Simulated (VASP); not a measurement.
# BP (F-43m) in VASP: a series of runs, part 3 of 3

VASP 6.6.1. The steps go on from the part before.

## Step 5: Dielectric tensor, LDA

The input, INCAR:

```
  PREC = Accurate
  ENCUT = 500
  EDIFF = 1E-8
  ISMEAR = 0
  SIGMA = 0.01
  LREAL = False
  LASPH = True
  NELM = 100
  ALGO = Normal
  ISIF = 2
  LWAVE = False
  LCHARG = False
  LEPSILON = True
```

The input, KPOINTS:

```
Automatic mesh
0
Gamma
  12 12 12
```

The input, POSCAR:

```
BP
1.0
    0.0000000000      2.2690000000      2.2690000000
    2.2690000000      0.0000000000      2.2690000000
    2.2690000000      2.2690000000      0.0000000000
P B
1 1
Direct
    0.7500000000      0.7500000000      0.7500000000
    0.0000000000      0.0000000000      0.0000000000
```

Potentials or basis: VASP PAW LDA potentials, release 64 (P, B).

Command:

```sh
cat potpaw_LDA.64/P/POTCAR potpaw_LDA.64/B/POTCAR > POTCAR
mpirun -np 1 vasp_std > vasp.out
```

OUTCAR:

```text
PREC = Accurate
   ENCUT = 500
   EDIFF = 1E-8
   ISMEAR = 0
   LREAL = False
   LASPH = True
   NELM = 100
   ISIF = 2
   LEPSILON = True

 Found     72 irreducible k-points:

 Following reciprocal coordinates:
            Coordinates               Weight
  0.000000  0.000000  0.000000      1.000000
  0.083333  0.000000  0.000000      8.000000
  0.166667  0.000000  0.000000      8.000000
  0.250000  0.000000  0.000000      8.000000
  0.333333  0.000000  0.000000      8.000000
  0.416667  0.000000  0.000000      8.000000
   k-points           NKPTS =     72   k-points in BZ     NKDIM =     72   number of bands    NBANDS=      8
   number of dos      NEDOS =    301   number of ions     NIONS =      2
   total plane-waves  NPLWV =  13824
   dimension x,y,z NGX =    24 NGY =   24 NGZ =   24
   dimension x,y,z NGXF=    48 NGYF=   48 NGZF=   48
   ions per type =               1   1
   NGX,Y,Z   is equivalent  to a cutoff of  12.43, 12.43, 12.43 a.u.
   NGXF,Y,Z  is equivalent  to a cutoff of  24.87, 24.87, 24.87 a.u.
 SYSTEM =  unknown system
   PREC   = accura    normal or accurate (medium, high low for compatibility)
   ISTART =      0    job   : 0-new  1-cont  2-samecut
   ICHARG =      2    charge: 1-file 2-atom 10-const
   ISPIN  =      1    spin polarized calculation?
   LNONCOLLINEAR =      F non collinear calculations
   LSORBIT =      F    spin-orbit coupling
   LASPH  =      T    aspherical Exc in radial PAW
   ENCUT  =  500.0 eV  36.75 Ry    6.06 a.u.   5.85  5.85  5.85*2*pi/ulx,y,z
   NELM   =    100;   NELMIN=  2; NELMDL= -5     # of ELM steps
   EDIFF  = 0.1E-07   stopping-criterion for ELM
   LREAL  =      F    real-space projection
   EDIFFG = 0.1E-06   stopping-criterion for IOM
   NSW    =      0    number of steps for IOM
   IBRION =     -1    ionic relax: 0-MD 1-quasi-New 2-CG
   NFREE  =      0    steps in history (QN), initial steepest desc. (CG)
   ISIF   =      2    stress and relaxation
   ISYM   =      2    0-nonsym 1-usesym 2-fastsym
   POTIM  = 0.5000    time-step for ionic-motion
   TEBEG  =    0.0;   TEEND  =   0.0 temperature during run
   PSTRESS=    0.0 pullay stress
   NELECT =       8.0000    total number of electrons
   NUPDOWN=      -1.0000    fix difference up-down
   EMIN   =  10.00;   EMAX   =-10.00  energy-range for DOS
   EFERMI =   0.00;   METHOD = LEGACY
   ISMEAR =     0;   SIGMA  =   0.01  broadening in eV -4-tet -1-fermi 0-gaus
   EFERMI_NEDOS =   21; number of points for ismear=-14 and -15
   IALGO  =     38    algorithm
   IMIX   =      4    mixing-type and parameters
     AMIX     =   0.40;   BMIX     =  1.00
     AMIX_MAG =   1.60;   BMIX_MAG =  1.00
  volume/ion in A,a.u.               =      11.68        78.83
  Fermi-wavevector in a.u.,A,eV,Ry     =   1.145320  2.164342 17.847562  1.311759
  Thomas-Fermi vector in A             =   2.282009
   LORBIT       =      0    0 simple, 1 ext, 2 COOP (PROOUT), +10 PAW based schemes
   GGA     = CA    functional components
   LHFCALC =     F    Hartree Fock is set to
   AEXX    =    0.0000 exact exchange contribution
   IVDW    =     0    specifies the selected vdW correction
   LEPSILON=     T    determine dielectric tensor
   LRPA    =     F    only Hartree local field effects (RPA)
 non-spin polarized calculation
 Gauss-broadening in eV      SIGMA  =   0.01
  energy-cutoff  :      500.00
  volume of cell :       23.36
 maximum number of plane-waves:       609
[... 81 lines left out ...]
  FORCE on cell =-STRESS in cart. coord.  units (eV):
  Direction    XX          YY          ZZ          XY          YZ          ZX
  --------------------------------------------------------------------------------------
  -------------------------------------------------------------------------------------
  Total       -0.7753138     -0.7753138     -0.7753138      0.0000000      0.0000000     -0.0000000
  in kB      -53.1685271    -53.1685271    -53.1685271      0.0000000      0.0000000     -0.0000000
  external PRESSURE =     -53.1685271 kB  Pullay stress =       0.0000000 kB

 VOLUME and BASIS-vectors are now :
 -----------------------------------------------------------------------------
  energy-cutoff  :      500.00
  volume of cell :       23.36
      direct lattice vectors                 reciprocal lattice vectors
     0.000000000  2.269000000  2.269000000    -0.220361393  0.220361393  0.220361393
     2.269000000  0.000000000  2.269000000     0.220361393 -0.220361393  0.220361393
     2.269000000  2.269000000  0.000000000     0.220361393  0.220361393 -0.220361393

 POSITION                                       TOTAL-FORCE (eV/Angst)
 -----------------------------------------------------------------------------------
      3.40350      3.40350      3.40350         0.000000      0.000000      0.000000
      0.00000      0.00000      0.00000        -0.000000     -0.000000     -0.000000
 -----------------------------------------------------------------------------------
    total drift:                               -0.000000     -0.000000     -0.000000

  FREE ENERGIE OF THE ION-ELECTRON SYSTEM (eV)
  ---------------------------------------------------
  free  energy   TOTEN  =       -14.3870753810 eV

  energy  without entropy=      -14.3870753810  energy(sigma->0) =      -14.38707538

 HEAD OF MICROSCOPIC STATIC DIELECTRIC TENSOR (INDEPENDENT PARTICLE, excluding Hartree and local field effects)
 ------------------------------------------------------
           9.684849    -0.000000     0.000000
           0.000000     9.684849     0.000000
          -0.000000     0.000000     9.684849
 ------------------------------------------------------

 Free energy of the ion-electron system (eV)
  ---------------------------------------------------
  ---------------------------------------------------
  free energy    TOTEN  =        -0.56211117 eV

  energy without entropy =       -0.56211117

------------------------ aborting loop because EDIFF is reached ----------------------------------------

--------------------------------------- Ionic step        2  -------------------------------------------

------------------------ aborting loop because EDIFF is reached ----------------------------------------

--------------------------------------- Ionic step        3  -------------------------------------------

 Free energy of the ion-electron system (eV)
  ---------------------------------------------------
  ---------------------------------------------------
  free energy    TOTEN  =        -0.56211141 eV

  energy without entropy =       -0.56211141

------------------------ aborting loop because EDIFF is reached ----------------------------------------

 PIEZOELECTRIC TENSOR FIELD DIRECTION 3  (e Angst)
 -----------------------------------------------------------------------------
    -0.00070 -0.17545  0.00000           ( -0.00000 -0.07682  0.00000)
    -0.17545 -0.00070  0.00000           ( -0.07682 -0.00000  0.00000)
     0.00000  0.00000  0.00028           (  0.00000  0.00000 -0.00000)

 PIEZOELECTRIC TENSOR FIELD DIRECTION 3  (C/m^2)
 -----------------------------------------------------------------------------
    -0.00048 -0.12032  0.00000
    -0.12032 -0.00048  0.00000
     0.00000  0.00000  0.00019

 MACROSCOPIC STATIC DIELECTRIC TENSOR (including local field effects in DFT)
 ------------------------------------------------------
           9.230419     0.000000    -0.000000
          -0.000000     9.230419    -0.000000
           0.000000     0.000000     9.230419
 ------------------------------------------------------

 PIEZOELECTRIC TENSOR (including local field effects)  for field in x, y, z        (e  Angst)
          XX          YY          ZZ          XY          YZ          ZX
  --------------------------------------------------------------------------------
  x     0.00000    -0.00000    -0.00000     0.00000    -0.17209     0.00000
  y     0.00000     0.00000    -0.00000     0.00000     0.00000    -0.17209
  z     0.00000    -0.00000     0.00000    -0.17209     0.00000     0.00000

 PIEZOELECTRIC TENSOR (including local field effects)  for field in x, y, z        (C/m^2)
          XX          YY          ZZ          XY          YZ          ZX
  --------------------------------------------------------------------------------
  x     0.00000    -0.00000    -0.00000     0.00000    -0.11802     0.00000
  y     0.00000     0.00000    -0.00000     0.00000     0.00000    -0.11802
  z     0.00000    -0.00000     0.00000    -0.11802     0.00000     0.00000

 BORN EFFECTIVE CHARGES (including local field effects) (in |e|, cummulative output)
 ---------------------------------------------------------------------------------
 ion    1
    1     0.52036     0.00000     0.00000
    2     0.00000     0.52036     0.00000
    3     0.00000     0.00000     0.52036
 ion    2
    1    -0.52036     0.00000     0.00000
    2     0.00000    -0.52036     0.00000
    3     0.00000     0.00000    -0.52036
```

OSZICAR:

```text
N       E                     dE             d eps       ncg     rms          rms(c)
DAV:   1     0.741029979739E+01    0.74103E+01   -0.39786E+03  1168   0.861E+02
[... 13 lines left out ...]
RMM:   5    -0.561952298706E+00   -0.42698E-02   -0.25133E-04  7303   0.129E-01    0.139E-02
RMM:   6    -0.562062684571E+00   -0.11039E-03   -0.32357E-06  7638   0.168E-02    0.746E-03
RMM:   7    -0.562096845856E+00   -0.34161E-04   -0.31007E-07  7595   0.358E-03    0.365E-04
RMM:   8    -0.562111640550E+00   -0.14795E-04   -0.23545E-08  7946   0.469E-04    0.166E-04
RMM:   9    -0.562111621392E+00    0.19158E-07    0.53702E-10  7603   0.231E-04    0.375E-05
RMM:  10    -0.562111716989E+00   -0.95598E-07    0.15655E-08  4267   0.396E-05    0.100E-05
RMM:  11    -0.562111408678E+00    0.30831E-06   -0.81742E-10  2836   0.422E-05    0.980E-07
```

stdout:

```text
POSCAR found type information on POSCAR P B
 POSCAR found :  2 types and       2 ions
 scaLAPACK will be used
 LDA part: xc-table for (Slater(with rela. corr.)+CA(PZ))
 , standard interpolation
 POSCAR, INCAR and KPOINTS ok, starting setup
 FFT: planning ... GRIDC
 FFT: planning ... GRID_SOFT
 FFT: planning ... GRID
 WAVECAR not read
 entering main loop
 Linear response reoptimize wavefunctions to high precision
 Linear response G [H, r] |phi>, progress :
  Direction:   1
 Linear response G [H, r] |phi>, progress :
  Direction:   2
 Linear response G [H, r] |phi>, progress :
  Direction:   3
 Linear response to external field (no local field effect), progress :
  Direction:   1
 dielectric tensor                  component  1 :    11.889     5.805     1.222
 Linear response to external field (no local field effect), progress :
  Direction:   2
 dielectric tensor                  component  2 :     5.807    11.763    -1.472
 Linear response to external field (no local field effect), progress :
  Direction:   3
 dielectric tensor                  component  3 :     1.219    -1.472     5.403
 Linear response to external field, progress :
  Direction:   1
 dielectric tensor                  component  1 :     9.230     2.108     1.326
 Linear response to external field, progress :
  Direction:   2
 dielectric tensor                  component  2 :     1.678     9.230     1.377
 Linear response to external field, progress :
  Direction:   3
 dielectric tensor                  component  3 :     1.393     2.041     9.230
 Born effective charges drift removed
```

Run time: 51 s. Hardware: 1 thread of Intel Xeon 6975P-C (Granite Rapids), shared host; peak memory 0.24 GiB.

These settings aren't checked as converged: the numbers below hold their error.

Results:

```yaml
Band_gap_on_the_k_mesh: 1.18 eV, indirect (least direct gap 3.38 eV)
Electronic_dielectric_tensor_diagonal: 9.23
Born_charges_mean_of_the_diagonal: P +0.52; B -0.52 e
```

## Step 6: Dielectric tensor, LDA

Edit INCAR of step 5 so:

```diff
@@ -1,3 +1,3 @@
   PREC = Accurate
-  ENCUT = 500
+  ENCUT = 800
   EDIFF = 1E-8
```

The input, KPOINTS:

```
Automatic mesh
0
Gamma
  10 10 10
```

POSCAR is that of step 5.

Potentials or basis: VASP PAW LDA potentials, release 64 (P, B).

Command:

```sh
cat potpaw_LDA.64/P/POTCAR potpaw_LDA.64/B/POTCAR > POTCAR
mpirun -np 1 vasp_std > vasp.out
```

OUTCAR:

```text
PREC = Accurate
   ENCUT = 800
   EDIFF = 1E-8
   ISMEAR = 0
   LREAL = False
   LASPH = True
   NELM = 100
   ISIF = 2
   LEPSILON = True

 Found     47 irreducible k-points:

 Following reciprocal coordinates:
            Coordinates               Weight
  0.000000  0.000000  0.000000      1.000000
  0.100000  0.000000  0.000000      8.000000
  0.200000  0.000000  0.000000      8.000000
  0.300000  0.000000  0.000000      8.000000
  0.400000  0.000000  0.000000      8.000000
  0.500000  0.000000  0.000000      4.000000
   k-points           NKPTS =     47   k-points in BZ     NKDIM =     47   number of bands    NBANDS=      8
   number of dos      NEDOS =    301   number of ions     NIONS =      2
   total plane-waves  NPLWV =  27000
[... 204 lines left out ...]
    -0.00040 -0.12024  0.00000
    -0.12024 -0.00040  0.00000
     0.00000  0.00000  0.00007

 MACROSCOPIC STATIC DIELECTRIC TENSOR (including local field effects in DFT)
 ------------------------------------------------------
           9.293099     0.000000    -0.000000
          -0.000000     9.293099    -0.000000
           0.000000     0.000000     9.293099
 ------------------------------------------------------

 PIEZOELECTRIC TENSOR (including local field effects)  for field in x, y, z        (e  Angst)
          XX          YY          ZZ          XY          YZ          ZX
  --------------------------------------------------------------------------------
  x     0.00000    -0.00000    -0.00000     0.00000    -0.17112     0.00000
  y    -0.00000     0.00000     0.00000     0.00000     0.00000    -0.17112
  z    -0.00000     0.00000     0.00000    -0.17112     0.00000     0.00000

 PIEZOELECTRIC TENSOR (including local field effects)  for field in x, y, z        (C/m^2)
          XX          YY          ZZ          XY          YZ          ZX
  --------------------------------------------------------------------------------
  x     0.00000    -0.00000    -0.00000     0.00000    -0.11735     0.00000
  y    -0.00000     0.00000     0.00000     0.00000     0.00000    -0.11735
  z    -0.00000     0.00000     0.00000    -0.11735     0.00000     0.00000

 BORN EFFECTIVE CHARGES (including local field effects) (in |e|, cummulative output)
 ---------------------------------------------------------------------------------
 ion    1
    1     0.51969     0.00000    -0.00000
    2     0.00000     0.51969    -0.00000
    3     0.00000     0.00000     0.51969
 ion    2
    1    -0.51969    -0.00000     0.00000
    2    -0.00000    -0.51969     0.00000
    3    -0.00000     0.00000    -0.51969
```

OSZICAR:

```text
N       E                     dE             d eps       ncg     rms          rms(c)
DAV:   1     0.170228255989E+02    0.17023E+02   -0.53206E+03   752   0.127E+03
DAV:   2    -0.148137938412E+02   -0.31837E+02   -0.30309E+02  1136   0.137E+02
DAV:   3    -0.152139485304E+02   -0.40015E+00   -0.40015E+00   968   0.193E+01
[... 12 lines left out ...]
RMM:   6    -0.566364717996E+00   -0.11191E-03   -0.34463E-06  4642   0.169E-02    0.747E-03
RMM:   7    -0.566398806888E+00   -0.34089E-04   -0.40751E-07  4634   0.360E-03    0.369E-04
RMM:   8    -0.566413692240E+00   -0.14885E-04   -0.38152E-08  4858   0.473E-04    0.166E-04
RMM:   9    -0.566413707238E+00   -0.14999E-07    0.93706E-09  4651   0.233E-04    0.373E-05
RMM:  10    -0.566413811762E+00   -0.10452E-06   -0.33195E-08  2574   0.394E-05    0.101E-05
RMM:  11    -0.566413496696E+00    0.31507E-06    0.77665E-10  1700   0.424E-05    0.992E-07
```

stdout:

```text
POSCAR found type information on POSCAR P B
 POSCAR found :  2 types and       2 ions
 scaLAPACK will be used
 LDA part: xc-table for (Slater(with rela. corr.)+CA(PZ))
 , standard interpolation
 POSCAR, INCAR and KPOINTS ok, starting setup
 FFT: planning ... GRIDC
 FFT: planning ... GRID_SOFT
 FFT: planning ... GRID
 WAVECAR not read
 entering main loop
 Linear response reoptimize wavefunctions to high precision
 Linear response G [H, r] |phi>, progress :
  Direction:   1
 Linear response G [H, r] |phi>, progress :
  Direction:   2
 Linear response G [H, r] |phi>, progress :
  Direction:   3
 Linear response to external field (no local field effect), progress :
  Direction:   1
 dielectric tensor                  component  1 :    11.961     5.894     1.224
 Linear response to external field (no local field effect), progress :
  Direction:   2
 dielectric tensor                  component  2 :     5.895    11.865    -1.439
 Linear response to external field (no local field effect), progress :
  Direction:   3
 dielectric tensor                  component  3 :     1.221    -1.439     5.420
 Linear response to external field, progress :
  Direction:   1
 dielectric tensor                  component  1 :     9.293     2.273     1.430
 Linear response to external field, progress :
  Direction:   2
 dielectric tensor                  component  2 :     2.009     9.293     1.346
 Linear response to external field, progress :
  Direction:   3
 dielectric tensor                  component  3 :     1.621     2.083     9.293
 Born effective charges drift removed
```

It took 1.8 min on 1 thread of Intel Xeon 6975P-C (Granite Rapids), shared host; peak memory 0.28 GiB.

The run converged, but some of its settings lie outside the range that counts as converged, so its numbers aren't taken as properties of the crystal.

What came out:

- Band gap on the k mesh: 1.19 eV, indirect (least direct gap 3.38 eV)
- Electronic dielectric tensor (diagonal): 9.29
- Born charges (mean of the diagonal): P +0.52; B -0.52 e

## Step 7: The reference run

An earlier run on the cell as given: functional PBEsol; potentials or basis VASP PAW PBE potentials, release 64 (P, B); cutoff 520 eV; k mesh 10 × 10 × 10; occupations fermi-dirac, width 0.05 eV; no spin polarisation.

- Pressure: -1.9 GPa
- Band gap on the k mesh: 1.13 eV, indirect (least direct gap 3.36 eV)
